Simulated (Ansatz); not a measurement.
# Al2O3 (P-3m1) in Ansatz: band structure with HSE06

Aim: the band structure of Al2O3 with HSE06.

All numbers are computed with Ansatz 0.2.0; they aren't measurements. Logs are shortened: lines on timing, memory, paths and dates and some standing lists are left out, and cuts for length are marked.

**1. The structure**

The structure is trigonal, space group P-3m1 (No. 164). The conventional cell has a = 3.017 Å, b = 3.017 Å, c = 7.575 Å, α = 90.00°, β = 90.00°, γ = 120.00°. Al (site symmetry 3m) is surrounded by 4 O at 1.68 to 1.84 Å. O (site symmetry -3m) has 2 Al at 1.68 Å as nearest neighbours. Around O (site symmetry 3m) lie 3 Al at 1.84 Å.

Measurements of this composition are mostly on another form, of space group No. 167.

**2. Band structure, HSE06**

Input file input:

```
crystal:
  lattice:
    - [3.017482544, 0.0, 0.0]
    - [-1.508741272, 2.6132165386, 0.0]
    - [0.0, 0.0, 7.5746360022]
  atoms:
    - { symbol: Al, position: [0.0, 0.0, 0.722049] }
    - { symbol: Al, position: [0.0, 0.0, 0.277951] }
    - { symbol: O, position: [0.0, 0.0, 0.5] }
    - { symbol: O, position: [0.6666666667, 0.3333333333, 0.800546] }
    - { symbol: O, position: [0.3333333333, 0.6666666667, 0.199454] }
hamiltonian:
  xc: hse06
  pseudopotentials: { kind: paw }
kpoints:
  mp_grid: { grid: [8, 8, 4] }
  band_path:
    path:
      - [[0.0, 0.0, 0.0], [0.5, 0.0, 0.0], [0.3333333333, 0.3333333333, 0.0], [0.0, 0.0, 0.0], [0.0, 0.0, 0.5], [0.5, 0.0, 0.5], [0.3333333333, 0.3333333333, 0.5], [0.0, 0.0, 0.5]]
      - [[0.5, 0.0, 0.5], [0.5, 0.0, 0.0]]
      - [[0.3333333333, 0.3333333333, 0.0], [0.3333333333, 0.3333333333, 0.5]]
    npoints: 4
scf:
  occupations: { method: fermi_dirac, width: 0.05 }
  n_extra_bands: 12
output:
  forces: true
  stress: true
  eigenvalues: true
  fatbands: false
  write_density: true
  write_potential: true
  elf: true
  volumetric_format: npy
```

Potentials or basis: Ansatz PAW.

Standard output:

```text
Warning: output.stress: scf.convergence.dr2_threshold = 1e-7 eV (the SCF's general default) is looser than the 5e-10 eV advised for a printed stress (1e-10 eV for each atom of the cell: 5). What an SCF threshold leaves in a stress goes as its square root, and in the free energy as the threshold itself, and one threshold admits the most on a small cell: of the crystals measured, under no hybrid functional and no lock of the moments, on runs that ended without the residual-converged pass, on stresses that held no estimate of that error, the worst erred by over 100 MPa in a component at 1e-7 eV an atom and by under 5 at 1e-10. Set scf.convergence.dr2_threshold to 5e-10 eV or tighter. The threshold is an SCF's pass mark: one that does not reach it within its budget of iterations ends unconverged, or closes short of it on a stop that the run arms, and scf.convergence.dr2_threshold's page says what that costs each kind of run
Warning: output.stress: scf.exx.energy_threshold = 1e-6 eV is looser than the 5e-8 eV advised for a stress under a hybrid functional (1e-8 eV for each atom of the cell: 5). Every SCF of the exchange loop can meet its threshold on dr2 while the loop round them stops early: no threshold on dr2 bounds what that leaves in the stress. Set scf.exx.energy_threshold to 5e-8 eV or tighter. The threshold is the loop's pass mark: a loop that does not reach it within its budget of cycles ends unconverged, and scf.exx.energy_threshold's page has the law
scf.n_extra_bands = 12 over 12 filled bands (N_el = 24.0): the run solves 24 bands
GPUs: using 1 of 1 available (devices: 1).
Engine: ansatz 0.2.0, x86_64-unknown-linux-gnu
Pseudopotentials: kind: paw
Pseudopotential: Al, paw, valence charge 3, recommended cutoff 420 eV (normal), Al.paw.azcp
Pseudopotential: O, paw, valence charge 6, recommended cutoff 420 eV (normal), O.paw.azcp
Functional definition: HSE06
  parameter a = 0.25
  parameter omega = 0.11/bohr
  exchange = pbe_x - a*pbe_x_sr(omega) + a*exact_x_sr(omega)
  correlation = pbe_c
device memory: the entry about to start is reckoned to put 1.2 GiB on a device that reports 57.8 GiB free (of which the cap on the GPU budget leaves the run 18.0 GiB)
GPU FFT provider: cuFFT
GPU libraries: cuBLAS 13.8.2, cuFFT 12.4.0, cuSOLVER 12.3.4
Crystal: 5 atoms, lattice volume = 59.729 Å³
Basis set: ecut = 420 eV, 1165 PW (Γ), exchange–correlation on 48×48×108 points (8 copies of the dense FFT grid, shifted against one another)
Bands: 24, of which v1, the nominal top of the filled ones, is band 12 counted from 1 (11 counted from 0)
Symmetry: 12 space group operations
Space group: P-3m1 (ITA 164), of the structure as read, at distance tolerance 3.9e-5 Å
k-points: 35 of 256
Non-local potential: Al, projectors of the file, l = 0: 2, l = 1: 2, l = 2: 1
Non-local potential: O, projectors of the file, l = 0: 2, l = 1: 2, l = 2: 1
PAW form: soft (Blöchl's): semilocal exchange-correlation on the pseudo side does not see the compensation charge
PAW frozen core: Al, regenerated for the run's functional, and the local potential with it (the file was generated under x = pbe(κ = 0.804, μ = 0.2195149727645171), c = pbe(β = 0.06672455060314922))
PAW frozen core: O, regenerated for the run's functional, and the local potential with it (the file was generated under x = pbe(κ = 0.804, μ = 0.2195149727645171), c = pbe(β = 0.06672455060314922))
PAW one-centre angular grid: Al, 110 points (default); XC on 64 Gauss nodes
PAW one-centre angular grid: O, 110 points (default); XC on 96 Gauss nodes
Initial density: superposition of atomic densities (neutral atoms: chi_scale 0, normalization atom), corrected by the library's trained network
Initial wavefunctions: pseudopotential atomic-orbital guess
GPU buffer pool allocated for 31104 grid points (all kernels)
GPU transforms: local potential and band sums: pruned to the plane-wave sphere, on 24×24×54
Functional: x = pbe(κ = 0.804, μ = 0.2195149727645171), c = pbe(β = 0.06672455060314922), warm-up for x = pbe(κ = 0.804, μ = 0.2195149727645171) + 0.25 (exact − pbe) at short range (hse, ω = 0.20786987370883472 Å⁻¹), c = pbe(β = 0.06672455060314922); HSE06 as pw.x's `hse` composes it (authors' and Libxc's form: `xc: wpbeh`)
SCF iter   1: F=—  HF=-2783.598063 eV  |F-HF|=—  |Δ(HF+E_count)|=         —  Δρ=1.87e-3  dr2=4.17e-3  ethr=1.77e-3  ⟨swp⟩=10.3  Hψ=4415  notcnv=0
preconditioner: auto → none  [insulator: Δε(μ)=2.392 eV  Ē_g=18.400 eV  σ=0.050 eV  W_gap=1.00  n_scr=4 (ndim 8)  ℏωp=23.5 eV  f_vac=0.037  D(μ)=0.00/eV (n_scr^D=0)]
SCF iter   2: F=—  HF=-2783.598097 eV  |F-HF|=—  |Δ(HF+E_count)|=   3.48e-5  Δρ=1.79e-3  dr2=1.36e-3  ethr=1.74e-5  ⟨swp⟩=5.1  Hψ=2391  notcnv=0  defer=9
SCF iter   3: F=-2783.598100 eV  HF=-2783.598044 eV  |F-HF|=5.58e-5  |Δ(HF+E_count)|=   5.31e-5  Δρ=6.74e-4  dr2=1.92e-4  ethr=5.68e-6  ⟨swp⟩=2.5  Hψ=1315  notcnv=0
SCF 1 stopped early in 3 iterations: F = -2783.598100 eV  dr2 = 1.92e-4
device memory: the entry about to start is reckoned to put 1.8 GiB (of the 1.8 GiB reckoned in all, the device holds 0.1 GiB already) on a device that reports 57.6 GiB free (of which the cap on the GPU budget leaves the run 17.9 GiB)
GPU FFT provider: cuFFT
GPU libraries: cuBLAS 13.8.2, cuFFT 12.4.0, cuSOLVER 12.3.4
Initial density: handed on by an earlier stage of this run
Initial wavefunctions: those handed on with the density
GPU buffer pool allocated for 31104 grid points (all kernels)
GPU transforms: local potential and band sums: pruned to the plane-wave sphere, on 24×24×54
Functional: x = pbe(κ = 0.804, μ = 0.2195149727645171) + 0.25 (exact − pbe) at short range (hse, ω = 0.20786987370883472 Å⁻¹), c = pbe(β = 0.06672455060314922); HSE06 as pw.x's `hse` composes it (authors' and Libxc's form: `xc: wpbeh`)
Exchange kernel: α = 0.2500, screened, ω = 0.2079 Å⁻¹, Wigner–Seitz truncation, v(0) = 1046.7915 eV·Å³, q-mesh 8×8×4, nearest image of the exchange supercell L = 24.14 Å, pair-density grid 15×15×36, without the augmentation charges, whose exchange is taken in its separable form by FFT convolution over the k-point mesh (sized by the pseudopotential files, 18×18×54 at the most), smooth part of the exact exchange by density-matrix convolution in up to 3.43 GiB of GPU memory as planned if the GPU has room (build and FFT work areas not counted)
Frozen-core exchange: fock
SCF iter   1: F=—  HF=-2784.070142 eV  |F-HF|=—  |Δ(HF+E_count)|=         —  Δρ=6.78e-3  dr2=2.41e-2  ethr=8.02e-6  ⟨swp⟩=7.6  Hψ=3899  notcnv=0
preconditioner: auto → none  [insulator: Δε(μ)=4.036 eV  Ē_g=20.912 eV  σ=0.050 eV  W_gap=1.00  n_scr=4 (ndim 8)  ℏωp=23.5 eV  f_vac=0.041  D(μ)=0.00/eV (n_scr^D=0)]
SCF iter   2: F=—  HF=-2784.062700 eV  |F-HF|=—  |Δ(HF+E_count)|=   7.44e-3  Δρ=4.19e-3  dr2=4.84e-3  ethr=8.02e-6  ⟨swp⟩=4.1  Hψ=2581  notcnv=0
SCF iter   3: F=—  HF=-2784.070394 eV  |F-HF|=—  |Δ(HF+E_count)|=   7.69e-3  Δρ=1.87e-3  dr2=1.86e-3  ethr=8.02e-6  ⟨swp⟩=3.7  Hψ=1401  notcnv=0  defer=3
iter 4 solved again at ethr=3.22e-7 eV; its pass at ethr=7.41e-6 eV (dr2=7.72e-5 eV) is discarded
SCF iter   4: F=—  HF=-2784.069844 eV  |F-HF|=—  |Δ(HF+E_count)|=   5.50e-4  Δρ=3.64e-4  dr2=1.10e-4  ethr=3.22e-7  ⟨swp⟩=3.0  Hψ=2720  notcnv=0
SCF iter   5: F=—  HF=-2784.069984 eV  |F-HF|=—  |Δ(HF+E_count)|=   1.39e-4  Δρ=2.97e-4  dr2=4.92e-5  ethr=3.12e-7  ⟨swp⟩=2.1  Hψ=1266  notcnv=0
SCF iter   6: F=-2784.069972 eV  HF=-2784.069972 eV  |F-HF|=8.80e-8  |Δ(HF+E_count)|=   1.16e-5  Δρ=5.49e-5  dr2=1.12e-6  ethr=1.81e-7  ⟨swp⟩=3.1  Hψ=1529  notcnv=0  defer=2
SCF 2 stopped early in 6 iterations: F = -2784.069972 eV  dr2 = 1.12e-6
  Residual-converged pass: ⟨swp⟩=4.0  Hψ=1973  notcnv=0  max |occ|·‖R‖ = 5.7e-6 eV (tolerance 6.7e-6 eV)  dr2=1.27e-6  dr2_onsite=1.75e-7  max |Δocc| = 1.7e-21
hybrid outer 1: dexx = +9.250e-3 eV, tail = 1.36e-5 eV
GPU FFT provider: cuFFT
GPU libraries: cuBLAS 13.8.2, cuFFT 12.4.0, cuSOLVER 12.3.4
GPU buffer pool allocated for 31104 grid points (all kernels)
GPU transforms: local potential and band sums: pruned to the plane-wave sphere, on 24×24×54
Exchange kernel: α = 0.2500, screened, ω = 0.2079 Å⁻¹, Wigner–Seitz truncation, v(0) = 1046.7915 eV·Å³, q-mesh 8×8×4, nearest image of the exchange supercell L = 24.14 Å, pair-density grid 15×15×36, without the augmentation charges, whose exchange is taken in its separable form by FFT convolution over the k-point mesh (sized by the pseudopotential files, 18×18×54 at the most), smooth part of the exact exchange by density-matrix convolution in up to 3.43 GiB of GPU memory as planned if the GPU has room (build and FFT work areas not counted)
Frozen-core exchange: fock
SCF iter   1: F=—  HF=-2784.070009 eV  |F-HF|=—  |Δ(HF+E_count)|=         —  Δρ=4.80e-5  dr2=1.15e-6  ethr=2.84e-7  ⟨swp⟩=6.2  Hψ=2545  notcnv=0
preconditioner: auto → none  [insulator: Δε(μ)=3.931 eV  Ē_g=20.876 eV  σ=0.050 eV  W_gap=1.00  n_scr=4 (ndim 8)  ℏωp=23.5 eV  f_vac=0.055  D(μ)=0.00/eV (n_scr^D=0)]
SCF iter   2: F=—  HF=-2784.070008 eV  |F-HF|=—  |Δ(HF+E_count)|=   8.27e-8  Δρ=1.49e-5  dr2=1.09e-7  ethr=4.44e-9  ⟨swp⟩=3.0  Hψ=1599  notcnv=0
SCF iter   3: F=—  HF=-2784.070009 eV  |F-HF|=—  |Δ(HF+E_count)|=   8.25e-8  Δρ=7.10e-6  dr2=1.47e-8  ethr=4.14e-10  ⟨swp⟩=4.5  Hψ=1608  notcnv=0  defer=16
SCF iter   4: F=—  HF=-2784.070009 eV  |F-HF|=—  |Δ(HF+E_count)|=   3.54e-9  Δρ=2.61e-6  dr2=2.03e-9  ethr=5.49e-11  ⟨swp⟩=4.6  Hψ=1992  notcnv=0  defer=8
SCF iter   5: F=-2784.070009 eV  HF=-2784.070009 eV  |F-HF|=2.21e-9  |Δ(HF+E_count)|=   7.77e-9  Δρ=2.17e-6  dr2=2.51e-9  ethr=4.62e-12  ⟨swp⟩=5.1  Hψ=2038  notcnv=0  defer=10
SCF 3 converged in 5 iterations: F = -2784.070009 eV  dr2 = 2.51e-9
  Residual-converged pass: ⟨swp⟩=2.9  Hψ=1354  notcnv=0  max |occ|·‖R‖ = 7.0e-7 eV (tolerance 7.0e-7 eV)  dr2=2.53e-9  dr2_onsite=1.36e-10  max |Δocc| = 1.8e-27
hybrid outer 2: dexx = +1.094e-7 eV, tail = 7.70e-9 eV, Δε = 1.46e-3 eV (about 4.39e-5 eV left of the loop's levels), ΔF = 3.05e-3 eV/Å (tail 2.62e-4)
device memory: the entry about to start is reckoned to put 0.5 GiB on a device that reports 43.5 GiB free (of which the cap on the GPU budget leaves the run 18.0 GiB)
NSCF: frozen V_eff on 39 k-points, pencils in batches of 32, up to order 108
hybrid SCF converged: 2 outer / 11 inner (+3 warm-up), last move |dexx| = 1.09e-7 eV, tail = 7.70e-9 eV
Stability not checked: this state was not tested for a lower state beside it, because the functional holds exact exchange (a hybrid, or Hartree-Fock), whose exchange loop this test does not read (fock_operator; see scf.lower_state_search)
Free energy (F): -2784.070009 eV
Frozen-core exchange: fock
Harris-Foulkes:  -2784.070009 eV  (|F-HF|=2.21e-9)
Internal energy: -2784.070009 eV  (E = F + TS)
E sigma→0 (E₀):  -2784.070009 eV
Fermi energy:    5.827261 eV
--- Per-component energies (eV) ---
  E_band       = -99.277496
  E_kinetic    = 585.499229
  E_local      = -1329.852138  (includes V_loc(G=0)·N_el)
  E_nonlocal   = 159.532349
  E_hartree    = 495.074938
  E_xc         = -244.418702
  E_vxc        = -274.623899  (∫ρ·V_xc dr)
  E_exx        = -67.178837  (= α·E_x^exact, valence–valence)
  E_paw        = -1403.341012  (= ΣΔE_a)
  E_vpaw       = -95.632442  (= ΣTr[D̂ρ^β])
  E_aug_tail   = 0.007423  (compensation charges beyond the density's cutoff)
  E_ewald      = -979.223582
  E_core_change = -0.169676  (= ΣΔE_core)
  E_smearing   = -0.000000  (= −TS)
  E_closure    = 0.000000  (closes the sum)
  Σ components = -2784.070009   (vs F -2784.070009, Δ=0.00e0)
--- Forces (eV/Å), atoms counted from 1 ---
  atom   1  Al     0.00000000     0.00000000    -0.29459282
  atom   2  Al     0.00000000    -0.00000000     0.29459282
  atom   3  O      0.00000000     0.00000000     0.00000000
  atom   4  O     -0.00000000    -0.00000000    -0.43082657
  atom   5  O      0.00000000     0.00000000     0.43082657
  max |Σ_I F_I| component: 5.55e-17 eV/Å
--- Stress (GPa, compression-positive) ---
       -5.199876      -0.000000      -0.000000
       -0.000000      -5.199876      -0.000000
       -0.000000       0.000000      -6.461720
  P = ⅓ Tr σ = -5.6205 GPa (-56.205 kbar)
--- Band table (eV; the first three rows and the last of 35) ---
  k-point 0: bands = ["-17.4179", "-17.2171", "-14.5519", "-2.3706", "-0.9761", "-0.0514", "-0.0514", "-0.0364", "-0.0364", "1.3079", "3.7965", "3.7965", "7.7293", "9.8520", "12.9451", "16.2072", "16.3640", "17.8857", "17.8857", "18.2463", "18.2463", "22.1669", "22.8860", "22.8860"]
  k-point 1: bands = ["-17.3907", "-17.2479", "-14.5466", "-2.5175", "-0.6109", "-0.0553", "-0.0553", "-0.0321", "-0.0321", "1.0258", "3.7963", "3.7963", "8.0339", "9.5064", "13.2592", "15.1524", "17.5174", "17.8100", "17.8100", "18.3500", "18.3500", "21.4473", "22.8822", "22.8822"]
  k-point 2: bands = ["-17.3324", "-17.3098", "-14.5414", "-2.6322", "-0.1081", "-0.0584", "-0.0584", "-0.0291", "-0.0291", "0.5760", "3.7961", "3.7961", "8.6737", "8.8362", "13.7654", "14.4253", "17.7557", "17.7557", "18.2864", "18.4330", "18.4330", "20.6776", "22.8646", "22.8646"]
  k-point 34: bands = ["-16.3459", "-16.3337", "-14.0573", "-3.3059", "-2.8722", "-2.2299", "-1.9646", "-0.1944", "0.1952", "0.1954", "2.1080", "2.4654", "11.9453", "12.3829", "13.4483", "15.3670", "16.3667", "16.7088", "17.2713", "17.5259", "17.7315", "18.2665", "21.5120", "22.0089"]
```

Wall time 93 s (1 × NVIDIA H100 80GB HBM3 with 2 threads of AMD EPYC 7R13 (Zen 3), shared host); peak memory 2.7 GiB.

Results:

```
Free energy             : -2784.0700 eV
Pressure                : -5.6 GPa
Largest force           : 0.431 eV/Å
Band gap on the k mesh  : 3.93 eV, direct
Band gap along the path : 3.93 eV, direct
```

Forces in eV/Å, atoms in the order of the input:
```
Al   0.000  0.000 -0.295
Al   0.000  0.000  0.295
O    0.000  0.000  0.000
O    0.000  0.000 -0.431
O    0.000  0.000  0.431
```

Levels at the corners of the path, in eV from the valence-band top:
```csv
point,band 10,band 11,band 12,band 13,band 14,band 15
Γ,-2.49,0.00,0.00,3.93,6.06,9.15
M,-3.36,-1.87,-0.52,6.28,7.99,10.12
K,-3.69,-1.49,-1.49,8.56,8.56,9.49
Γ,-2.49,0.00,0.00,3.93,6.06,9.15
A,-3.22,0.00,0.00,4.88,5.04,9.97
L,-3.60,-1.80,-0.52,6.77,7.32,9.96
H,-3.69,-1.57,-1.57,8.57,8.57,9.52
A,-3.22,0.00,0.00,4.88,5.04,9.97
L,-3.60,-1.80,-0.52,6.77,7.32,9.96
M,-3.36,-1.87,-0.52,6.28,7.99,10.12
K,-3.69,-1.49,-1.49,8.56,8.56,9.49
H,-3.69,-1.57,-1.57,8.57,8.57,9.52
```

Caveat: the pressure holds a Pulay correction of +0.4 GPa for the finite cutoff; the PAW data sets come from PBE, with cores solved anew for the run's functional, which leaves a small shift of forces and pressure; the thresholds are loose for stress.
